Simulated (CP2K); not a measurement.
# MoS2 in CP2K: settings compared

The runs below take MoS2 through band structure, with PBEsol, LDA, r2SCAN, TB-mBJ.

Program: CP2K 2026.2. These are calculated values, not measurements. Logs are shortened: lines on timing, memory, paths and dates and some standing lists are left out, and cuts for length are marked.

## Step 1: Starting point

The cell holds a slab with vacuum, 6 atoms: a = 3.185 Å, b = 3.185 Å, c = 21.671 Å, α = 90.00°, β = 90.00°, γ = 120.00°.

## Step 2: Band structure, PBEsol

File mos2_bands.inp:

```
&GLOBAL
  PROJECT mos2_bands
  RUN_TYPE ENERGY_FORCE
  PRINT_LEVEL LOW
&END GLOBAL
&FORCE_EVAL
  METHOD QS
  STRESS_TENSOR ANALYTICAL
  &DFT
    BASIS_SET_FILE_NAME BASIS_MOLOPT_UZH
    POTENTIAL_FILE_NAME POTENTIAL_UZH
    &MGRID
      CUTOFF 450
      REL_CUTOFF 60
      NGRIDS 4
    &END MGRID
    &QS
      METHOD GPW
      EPS_DEFAULT 1.0E-9
    &END QS
    &KPOINTS
      SCHEME MONKHORST-PACK 10 10 2
      GAMMA_CENTERED T
      SYMMETRY T
      SYMMETRY_BACKEND SPGLIB
    &END KPOINTS
    &SCF
      SCF_GUESS ATOMIC
      EPS_SCF 1.0E-6
      MAX_SCF 100
      ADDED_MOS 24
      CHOLESKY OFF
      EPS_EIGVAL 1.0E-7
      &DIAGONALIZATION ON
        ALGORITHM STANDARD
      &END DIAGONALIZATION
      &MIXING ON
        METHOD BROYDEN_MIXING
        ALPHA 0.4
        BETA 1.5
        NBUFFER 8
      &END MIXING
      &SMEAR ON
        METHOD FERMI_DIRAC
        ELECTRONIC_TEMPERATURE 1160.45
      &END SMEAR
    &END SCF
    &XC
      &XC_FUNCTIONAL
        &GGA_X_PBE_SOL
        &END GGA_X_PBE_SOL
        &GGA_C_PBE_SOL
        &END GGA_C_PBE_SOL
      &END XC_FUNCTIONAL
    &END XC
    &PRINT
      &KPOINTS ON
      &END KPOINTS
      &MULLIKEN ON
      &END MULLIKEN
      &MO ON
        ENERGIES T
        OCCUPATION_NUMBERS T
        &EACH
          QS_SCF 0
        &END EACH
        ADD_LAST NUMERIC
      &END MO
      &LOWDIN ON
      &END LOWDIN
      &HIRSHFELD ON
        SHAPE_FUNCTION DENSITY
      &END HIRSHFELD
      &BAND_STRUCTURE
        FILE_NAME bands.bs
        ADDED_MOS 2
        &KPOINT_SET
          UNITS B_VECTOR
          NPOINTS 8
          SPECIAL_POINT GAMMA 0.00000000 0.00000000 0.00000000
          SPECIAL_POINT M 0.50000000 0.00000000 0.00000000
          SPECIAL_POINT K 0.33333333 0.33333333 0.00000000
          SPECIAL_POINT GAMMA 0.00000000 0.00000000 0.00000000
          SPECIAL_POINT A 0.00000000 0.00000000 0.50000000
          SPECIAL_POINT L 0.50000000 0.00000000 0.50000000
          SPECIAL_POINT H 0.33333333 0.33333333 0.50000000
          SPECIAL_POINT A 0.00000000 0.00000000 0.50000000
        &END KPOINT_SET
        &KPOINT_SET
          UNITS B_VECTOR
          NPOINTS 8
          SPECIAL_POINT L 0.50000000 0.00000000 0.50000000
          SPECIAL_POINT M 0.50000000 0.00000000 0.00000000
        &END KPOINT_SET
        &KPOINT_SET
          UNITS B_VECTOR
          NPOINTS 8
          SPECIAL_POINT K 0.33333333 0.33333333 0.00000000
          SPECIAL_POINT H 0.33333333 0.33333333 0.50000000
        &END KPOINT_SET
      &END BAND_STRUCTURE
    &END PRINT
  &END DFT
  &SUBSYS
    &CELL
      A 3.1845414560 0.0000000000 0.0000000000
      B -1.5922707280 2.7578938003 0.0000000000
      C 0.0000000000 0.0000000000 21.6705347200
      PERIODIC XYZ
    &END CELL
    &COORD
      SCALED
      Mo  0.3333333333 0.6666666667 0.8511602300
      Mo  0.6666666667 0.3333333333 0.1488397700
      S   0.6666666667 0.3333333333 0.7796253900
      S   0.3333333333 0.6666666667 0.0772510000
      S   0.6666666667 0.3333333333 0.9227490000
      S   0.3333333333 0.6666666667 0.2203746100
    &END COORD
    &KIND Mo
      BASIS_SET TZVP-MOLOPT-PBE-GTH-q14
      POTENTIAL GTH-PBE-q14
    &END KIND
    &KIND S
      BASIS_SET TZVP-MOLOPT-PBE-GTH-q6
      POTENTIAL GTH-PBE-q6
    &END KIND
    &PRINT
      &ATOMIC_COORDINATES ON
      &END ATOMIC_COORDINATES
      &CELL ON
      &END CELL
    &END PRINT
  &END SUBSYS
  &PRINT
    &FORCES ON
    &END FORCES
    &STRESS_TENSOR ON
    &END STRESS_TENSOR
  &END PRINT
&END FORCE_EVAL
```

Potentials or basis: POTENTIAL_UZH Mo GTH-PBE-q14, S GTH-PBE-q6; TZVP-MOLOPT-PBE-GTH basis.

Launch:

```console
> OMP_NUM_THREADS=1 mpirun -n 4 cp2k.psmp -i mos2_bands.inp -o mos2_bands.out
```

mos2_bands.out:

```text

 CP2K| version string:                                       CP2K version 2026.2
 CP2K| Input file name                                            mos2_bands.inp

 GLOBAL| Force Environment number                                              1
 GLOBAL| Basis set file name                                    BASIS_MOLOPT_UZH
 GLOBAL| Potential file name                                       POTENTIAL_UZH
 GLOBAL| MM Potential file name                                     MM_POTENTIAL
 GLOBAL| Coordinate file name                                      __STD_INPUT__
 GLOBAL| Method name                                                        CP2K
 GLOBAL| Project name                                                 mos2_bands
 GLOBAL| Run type                                                   ENERGY_FORCE
 GLOBAL| FFT library                                                       FFTW3
 GLOBAL| Diagonalization library                                       ScaLAPACK
 GLOBAL| Cholesky decomposition library                                ScaLAPACK
 GLOBAL| DGEMM library                                                      BLAS
 GLOBAL| Direct generalized diagonalization requested                          F
 GLOBAL| Matrix multiplication library                                 ScaLAPACK
 GLOBAL| Global print level                                                  LOW
 GLOBAL| Total number of message passing processes                             4
 GLOBAL| Number of threads for this process                                    1
 GLOBAL| CPU model name                                 Intel(R) Xeon(R) 6975P-C

 CELL| Volume [angstrom^3]:                                           190.324226
 CELL| Vector a [angstrom]:       3.185     0.000     0.000   |a| =     3.184541
 CELL| Vector b [angstrom]:      -1.592     2.758     0.000   |b| =     3.184541
 CELL| Vector c [angstrom]:       0.000     0.000    21.671   |c| =    21.670535
 CELL| Angle (b,c), alpha [degree]:                                    90.000000
 CELL| Angle (a,c), beta  [degree]:                                    90.000000
 CELL| Angle (a,b), gamma [degree]:                                   120.000000
 CELL| Numerically orthorhombic:                                              NO
 CELL| Periodicity                                                           XYZ

 CELL_REF| Volume [angstrom^3]:                                       190.324226
 CELL_REF| Vector a [angstrom     3.185     0.000     0.000   |a| =     3.184541
 CELL_REF| Vector b [angstrom    -1.592     2.758     0.000   |b| =     3.184541
 CELL_REF| Vector c [angstrom     0.000     0.000    21.671   |c| =    21.670535
 CELL_REF| Angle (b,c), alpha [degree]:                                90.000000
 CELL_REF| Angle (a,c), beta  [degree]:                                90.000000
 CELL_REF| Angle (a,b), gamma [degree]:                               120.000000
 CELL_REF| Numerically orthorhombic:                                          NO
 CELL_REF| Periodicity                                                       XYZ
[... 9 lines left out ...]
 TOTAL NUMBERS AND MAXIMUM NUMBERS

  Total number of            - Atomic kinds:                                   2
                             - Atoms:                                          6
                             - Shell sets:                                     6
                             - Shells:                                        50
                             - Primitive Cartesian functions:                 28
                             - Cartesian basis functions:                    154
                             - Spherical basis functions:                    138

  Maximum angular momentum of- Orbital basis functions:                        3
                             - Local part of the GTH pseudopotential:          2
                             - Non-local part of the GTH pseudopotential:      4

 MODULE QUICKSTEP: ATOMIC COORDINATES IN ANGSTROM

   Atom Kind Element         X             Y             Z       Z(eff)     Mass
      1    1 Mo   42     -0.000000      1.838596     18.445097  14.0000  95.9600
      2    1 Mo   42      1.592271      0.919298      3.225437  14.0000  95.9600
      3    2 S    16      1.592271      0.919298     16.894899   6.0000  32.0650
      4    2 S    16     -0.000000      1.838596      1.674070   6.0000  32.0650
      5    2 S    16      1.592271      0.919298     19.996464   6.0000  32.0650
      6    2 S    16     -0.000000      1.838596      4.775636   6.0000  32.0650

 SCF PARAMETERS         Density guess:                                    ATOMIC
                        --------------------------------------------------------
                        max_scf:                                             100
[... 108 lines left out ...]
  Total charge density on r-space grids:       -0.0000000398
  Total charge density g-space grids:          -0.0000000398

  Overlap energy of the core charge distribution:               0.00000000001069
  Self energy of the core charge distribution:               -352.25771164308082
  Core Hamiltonian energy:                                     79.21771169658571
  Hartree energy:                                             121.12098464360596
  Exchange-correlation energy:                                -24.51419630189688
  Electronic entropic energy:                                  -0.00000849172578
  Fermi energy:                                                 0.10805094390626

  Total energy:                                              -176.43322009648736
  Total energy (extrapolated to T->0):                       -176.43321585062446

 MO| EIGENVALUES AND OCCUPATION NUMBERS FOR K POINT 1
 MO|
 MO|  Index      Eigenvalue [a.u.]        Eigenvalue [eV]             Occupation
 MO|      1              -2.154768             -58.634215               2.000000
 MO|      2              -2.154767             -58.634186               2.000000
 MO|      3              -1.215747             -33.082155               2.000000
 MO|      4              -1.215746             -33.082138               2.000000
 MO|      5              -1.209346             -32.907980               2.000000
 MO|      6              -1.209344             -32.907934               2.000000
[... 378 lines left out ...]
 MO|     49               0.605470              16.475672               0.000000
 MO|     50               0.644063              17.525841               0.000000
 MO| Sum:                                                              52.000014
 MO| E(Fermi):            0.108051 a.u.          2.940216 eV

 !-----------------------------------------------------------------------------!
                     Mulliken Population Analysis

 #  Atom  Element  Kind  Atomic population                           Net charge
       1     Mo       1         14.334558                             -0.334558
       2     Mo       1         14.334558                             -0.334558
       3     S        2          5.859171                              0.140829
       4     S        2          5.806271                              0.193729
       5     S        2          5.806271                              0.193729
       6     S        2          5.859171                              0.140829
 # Total charge                             52.000000                  0.000000

 !-----------------------------------------------------------------------------!

 !-----------------------------------------------------------------------------!
                           Hirshfeld Charges

  #Atom  Element  Kind  Ref Charge     Population                    Net charge
      1       Mo     1      14.000         13.778                         0.222
      2       Mo     1      14.000         13.778                         0.222
      3       S      2       6.000          6.112                        -0.112
      4       S      2       6.000          6.111                        -0.111
      5       S      2       6.000          6.111                        -0.111
      6       S      2       6.000          6.112                        -0.112

  Total Charge                                                           -0.000
 !-----------------------------------------------------------------------------!

 LOWDIN POPULATION ANALYSIS

 #  Atom  Element  Kind  Atomic population                           Net charge
       1     Mo       1         15.777138                             -1.777138
       2     Mo       1         15.777138                             -1.777138
       3     S        2          5.116652                              0.883348
       4     S        2          5.106211                              0.893789
       5     S        2          5.106211                              0.893789
       6     S        2          5.116652                              0.883348
 # Total charge                             52.000000                  0.000000

 KPOINTS| Band Structure Calculation
 KPOINTS| Number of k-point sets                                               3
 KPOINTS| Number of added MOs/bands                                            2
 KPOINTS| Number of k-points in set    1                                      57
 KPOINTS| In units of b-vector [2pi/Bohr]
 KPOINTS| Special point     1       GAMMA     0.000000     0.000000     0.000000
 KPOINTS| Special point     2           M     0.500000     0.000000     0.000000
 KPOINTS| Special point     3           K     0.333333     0.333333     0.000000
 KPOINTS| Special point     4       GAMMA     0.000000     0.000000     0.000000
 KPOINTS| Special point     5           A     0.000000     0.000000     0.500000
 KPOINTS| Special point     6           L     0.500000     0.000000     0.500000
 KPOINTS| Special point     7           H     0.333333     0.333333     0.500000
 KPOINTS| Special point     8           A     0.000000     0.000000     0.500000
 KPOINTS| Number of k-points in set    2                                       9
 KPOINTS| In units of b-vector [2pi/Bohr]
 KPOINTS| Special point     1           L     0.500000     0.000000     0.500000
 KPOINTS| Special point     2           M     0.500000     0.000000     0.000000
 KPOINTS| Number of k-points in set    3                                       9
 KPOINTS| In units of b-vector [2pi/Bohr]
 KPOINTS| Special point     1           K     0.333333     0.333333     0.000000
 KPOINTS| Special point     2           H     0.333333     0.333333     0.500000

 ENERGY| Total FORCE_EVAL ( QS ) energy [hartree]           -176.433219009486663

 FORCES| Atomic forces [hartree/bohr]
 FORCES|   Atom     x               y               z               |f|
 FORCES|      1  3.44430232E-09  3.80258778E-08  3.57359509E-04   3.57359511E-04
 FORCES|      2 -3.44400907E-09 -3.80125801E-08 -3.57361662E-04   3.57361664E-04
 FORCES|      3 -7.41024624E-10 -1.27279408E-08 -3.00108804E-03   3.00108804E-03
 FORCES|      4  1.38125745E-09  1.43637115E-08 -3.41467513E-03   3.41467513E-03
 FORCES|      5 -1.49621038E-09 -1.31037262E-08  3.41467627E-03   3.41467627E-03
 FORCES|      6  8.55654236E-10  1.14547286E-08  3.00108906E-03   3.00108906E-03
 FORCES| Sum    -3.00729179E-14  7.08405728E-14  6.50486609E-14
 FORCES| Total atomic force                                       1.00767532E-13

 STRESS| Analytical stress tensor [bar]
 STRESS|                        x                   y                   z
 STRESS|      x       -1.20911999329E+04   3.32168840753E-02  -8.89323641236E-04
 STRESS|      y        3.32168840753E-02  -1.20908175097E+04  -3.49192839425E-02
 STRESS|      z       -8.89323641236E-04  -3.49192839425E-02   6.45597924961E+03
 STRESS| 1/3 Trace                                            -5.90867939768E+03
 STRESS| Determinant                                           9.43815693922E+11

 STRESS| Eigenvectors and eigenvalues of the analytical stress tensor [bar]
 STRESS|                        1                   2                   3
 STRESS| Eigenvalues  -1.20912027967E+04  -1.20908146461E+04   6.45597924967E+03
 STRESS|      x           0.996304216979      0.085894745063     -0.000000047953
 STRESS|      y          -0.085894745063      0.996304216977     -0.000001882766
 STRESS|      z          -0.000000113944      0.000001879927      0.999999999998
```

It took 28 s on 4 MPI ranks of Intel Xeon 6975P-C (Granite Rapids), shared host.

What came out:

```
Free energy             : -4800.9920 eV
Largest force           : 0.176 eV/Å
Band gap along the path : 1.24 eV, indirect (least direct gap 1.66 eV)
Mulliken charges        : Mo -0.33; S +0.14, +0.19 e
Hirshfeld charges       : Mo +0.22; S -0.11 e
```

Forces on the atoms (eV/Å):
```
Mo   0.000  0.000  0.018
Mo   0.000  0.000 -0.018
S    0.000  0.000 -0.154
S    0.000  0.000 -0.176
S    0.000  0.000  0.176
S    0.000  0.000  0.154
```

Stress tensor (GPa, compression positive):
```
-1.21  0.00  0.00
 0.00 -1.21  0.00
 0.00  0.00  0.65
```

Levels at the corners of the path, in eV from the valence-band top:
| point | band 24 | band 25 | band 26 | band 27 | band 28 | band 29 |
| --- | --- | --- | --- | --- | --- | --- |
| Γ | -1.73 | -0.50 | 0.00 | 2.38 | 2.38 | 2.39 |
| M | -1.39 | -1.06 | -1.03 | 1.86 | 1.88 | 2.35 |
| K | -2.51 | -0.47 | -0.42 | 1.24 | 1.24 | 2.53 |
| Γ | -1.73 | -0.50 | 0.00 | 2.38 | 2.38 | 2.39 |
| A | -1.73 | -0.50 | 0.00 | 2.38 | 2.38 | 2.39 |
| L | -1.39 | -1.06 | -1.03 | 1.86 | 1.88 | 2.35 |
| H | -2.51 | -0.47 | -0.42 | 1.24 | 1.24 | 2.53 |
| A | -1.73 | -0.50 | 0.00 | 2.38 | 2.38 | 2.39 |
| L | -1.39 | -1.06 | -1.03 | 1.86 | 1.88 | 2.35 |
| M | -1.39 | -1.06 | -1.03 | 1.86 | 1.88 | 2.35 |
| K | -2.51 | -0.47 | -0.42 | 1.24 | 1.24 | 2.53 |
| H | -2.51 | -0.47 | -0.42 | 1.24 | 1.24 | 2.53 |

Caveat: Mulliken charges move with the basis; the potentials were made for another functional, which shifts forces and pressure; the basis of atomic orbitals isn't converged, which shifts pressures, moduli and gaps.

## Step 3: Band structure, LDA

Changes to mos2_bands.inp since step 2:

```diff
@@ -10,3 +10,3 @@
     BASIS_SET_FILE_NAME BASIS_MOLOPT_UZH
-    POTENTIAL_FILE_NAME POTENTIAL_UZH
+    POTENTIAL_FILE_NAME GTH_POTENTIALS
     &MGRID
@@ -14,3 +14,3 @@
       REL_CUTOFF 60
-      NGRIDS 4
+      NGRIDS 5
     &END MGRID
@@ -44,3 +44,3 @@
         METHOD FERMI_DIRAC
-        ELECTRONIC_TEMPERATURE 1160.45
+        ELECTRONIC_TEMPERATURE 116.05
       &END SMEAR
@@ -49,6 +49,6 @@
       &XC_FUNCTIONAL
-        &GGA_X_PBE_SOL
-        &END GGA_X_PBE_SOL
-        &GGA_C_PBE_SOL
-        &END GGA_C_PBE_SOL
+        &LDA_X
+        &END LDA_X
+        &LDA_C_PW
+        &END LDA_C_PW
       &END XC_FUNCTIONAL
@@ -68,13 +68,8 @@
       &END MO
-      &LOWDIN ON
-      &END LOWDIN
-      &HIRSHFELD ON
-        SHAPE_FUNCTION DENSITY
-      &END HIRSHFELD
       &BAND_STRUCTURE
         FILE_NAME bands.bs
-        ADDED_MOS 2
+        ADDED_MOS 4
         &KPOINT_SET
           UNITS B_VECTOR
-          NPOINTS 8
+          NPOINTS 6
           SPECIAL_POINT GAMMA 0.00000000 0.00000000 0.00000000
@@ -90,3 +85,3 @@
           UNITS B_VECTOR
-          NPOINTS 8
+          NPOINTS 6
           SPECIAL_POINT L 0.50000000 0.00000000 0.50000000
@@ -96,3 +91,3 @@
           UNITS B_VECTOR
-          NPOINTS 8
+          NPOINTS 6
           SPECIAL_POINT K 0.33333333 0.33333333 0.00000000
@@ -121,3 +116,3 @@
       BASIS_SET TZVP-MOLOPT-PBE-GTH-q14
-      POTENTIAL GTH-PBE-q14
+      POTENTIAL GTH-PADE-q14
     &END KIND
@@ -125,3 +120,3 @@
       BASIS_SET TZVP-MOLOPT-PBE-GTH-q6
-      POTENTIAL GTH-PBE-q6
+      POTENTIAL GTH-PADE-q6
     &END KIND
```

Potentials or basis: GTH_POTENTIALS Mo GTH-PADE-q14, S GTH-PADE-q6; TZVP-MOLOPT-PBE-GTH basis.

Launch:

```console
> OMP_NUM_THREADS=1 mpirun -n 4 cp2k.psmp -i mos2_bands.inp -o mos2_bands.out
```

It took 26 s on 4 MPI ranks of Intel Xeon 6975P-C (Granite Rapids), shared host.

It converged, with:

```yaml
Free_energy: -4833.1895 eV
Largest_force: 0.053 eV/Å
Band_gap_along_the_path: 1.24 eV, indirect (least direct gap 1.66 eV)
Mulliken_charges: Mo -0.55; S +0.23, +0.32 e
```

Forces on the atoms (eV/Å):
```
Mo   0.000  0.000  0.053
Mo   0.000  0.000 -0.053
S    0.000  0.000  0.049
S    0.000  0.000 -0.006
S    0.000  0.000  0.006
S    0.000  0.000 -0.049
```

Stress tensor (GPa, compression positive):
```
-3.54  0.00  0.00
 0.00 -3.54  0.00
 0.00  0.00 -0.70
```

Levels at the corners of the path, in eV from the valence-band top:
```tsv
point	band 23	band 24	band 25	band 26	band 27	band 28	band 29	band 30
Γ	-1.97	-1.76	-0.51	0.00	2.37	2.37	2.38	2.38
M	-1.46	-1.41	-1.08	-1.05	1.84	1.85	2.33	2.41
K	-2.50	-2.50	-0.47	-0.42	1.24	1.24	2.51	2.88
Γ	-1.97	-1.76	-0.51	0.00	2.37	2.37	2.38	2.38
A	-1.97	-1.76	-0.51	0.00	2.37	2.37	2.38	2.38
L	-1.46	-1.41	-1.08	-1.05	1.84	1.85	2.33	2.41
H	-2.50	-2.50	-0.47	-0.42	1.24	1.24	2.51	2.88
A	-1.97	-1.76	-0.51	0.00	2.37	2.37	2.38	2.38
L	-1.46	-1.41	-1.08	-1.05	1.84	1.85	2.33	2.41
M	-1.46	-1.41	-1.08	-1.05	1.84	1.85	2.33	2.41
K	-2.50	-2.50	-0.47	-0.42	1.24	1.24	2.51	2.88
H	-2.50	-2.50	-0.47	-0.42	1.24	1.24	2.51	2.88
```

Caveat: Mulliken charges move with the basis; the basis of atomic orbitals isn't converged, which shifts pressures, moduli and gaps.

[end of part 1 of 2]
